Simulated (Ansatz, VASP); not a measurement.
# One calculation of P, two programs

```
P
1.0
     3.35169    0.00000    0.00000
    -1.67585    2.90265    0.00000
     0.00000    0.00000    1.99085
P
3
Direct
  0.00000 0.00000 0.00000
  0.33333 0.66667 0.50000
  0.66667 0.33333 0.50000
```

Change from the starting cell: volume scaled by 0.45, LAPW.

Alike in both runs: task single point; functional PBE; k mesh 9 × 9 × 12; occupations fermi-dirac, width 0.05 eV; no spin polarisation.

|  | VASP | Ansatz |
| --- | --- | --- |
| version | VASP 6.6.1 | Ansatz 0.2.0 |
| potentials or method | VASP PAW PBE potentials, release 64 (P), cutoff 520 eV | all-electron LAPW, scalar-relativistic |

|  | VASP | Ansatz | Ansatz less VASP |
| --- | --- | --- | --- |
| pressure (GPa) | 386.7 | 393.4 | +6.72 |
| largest component of the traceless stress (GPa) | 0.29 | 0.12 | -0.177 |

Ansatz ran all-electron here, so the differences hold the error of VASP's frozen core and of both bases.

Caveats: the cell as given lies far from equilibrium; so large a pressure means that the cell lies far from this level's equilibrium, or that cutoff or potentials fall short (VASP).
